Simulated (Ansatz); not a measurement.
## BaSnO3: carrier doping

Start from BaSnO₃ in the cubic perovskite structure (space group Pm-3m, No. 221; a = 4.131 Å).

Carriers are added at fixed cell with a uniform background; the Fermi–Dirac width is that of 300 K.

Level of theory: Ansatz (an electronic-structure program), r2SCAN, PAW, cutoff 500 eV, without spin-orbit coupling.

Notes on the quantities. Fermi level from band edge: Fermi level relative to the doped band's edge (positive inside the band; to 0.05 eV).

```csv
change,Fermi level from band edge,gap between the host's bands
undoped,–,1.56 eV
electrons 2.0×10^21 cm⁻³,+1.95 eV,1.65 eV
electrons 7.0×10^21 cm⁻³,+3.35 eV,1.81 eV
electrons 1.0×10^22 cm⁻³,+3.60 eV,1.84 eV
electrons 2.0×10^22 cm⁻³,+4.15 eV,1.82 eV
holes 2.0×10^21 cm⁻³,+0.05 eV,1.63 eV
holes 7.0×10^21 cm⁻³,+0.20 eV,1.81 eV
holes 1.0×10^22 cm⁻³,+0.25 eV,1.91 eV
holes 2.0×10^22 cm⁻³,+0.35 eV,2.24 eV
```

Carriers are added with a uniform compensating background; total energy and stress of such cells depend on the potential's zero and are not compared; many-body gap narrowing is missing at this level. No phonon test of stability was made.
